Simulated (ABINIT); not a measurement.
MgO:

```
Mg O
1.0
     0.00000    2.09700    2.09700
     2.09700    0.00000    2.09700
     2.09700    2.09700    0.00000
Mg O
1 1
Cartesian
  0.0000 0.0000 0.0000
  2.0970 2.0970 2.0970
```

The cell is a database's computed one.

Base run:

| Quantity | Value |
| --- | --- |
| Program | ABINIT 10.8.3 (patched build) |
| Functional | r2SCAN |
| Potentials or basis | Ansatz PAW PBE default generated set, frozen core |
| Cutoff | 517 eV |
| k mesh | 11 × 11 × 11 |
| Occupations | fermi-dirac, width 0.05 eV |
| Spin | no spin polarisation |

Its results: band gap on the k mesh 5.76 eV, direct; pressure 1.1 GPa.

Problem. After a change of settings the same cell gave: band gap on the k mesh 5.48 eV, direct; pressure 2.4 GPa. Which change was it?
A. potentials or basis from Ansatz PAW PBE default generated set, frozen core to PseudoDojo NC SR PBE v0.4.1 standard; cutoff from 517 eV to 1361 eV
B. potentials or basis from Ansatz PAW PBE default generated set, frozen core to JTH PAW PBE v2.0; cutoff from 517 eV to 762 eV; fine-grid cutoff from 1034.03 eV to 1360.57 eV
C. potentials or basis from Ansatz PAW PBE default generated set, frozen core to Ansatz NC r2SCAN; cutoff from 517 eV to 1524 eV
D. potentials or basis from Ansatz PAW PBE default generated set, frozen core to SG15 NC PBE v1.2; cutoff from 517 eV to 1361 eV

Solution. A.

Caveats: the PAW data sets were made with another functional, which shifts forces and pressure a little (some runs); the atomic spheres overlap (some runs); a meta-GGA on potentials with a model core is unreliable (some runs); the potentials were made for another functional, which shifts forces and pressure (some runs).

Runs at the PBE level aren't shown here.
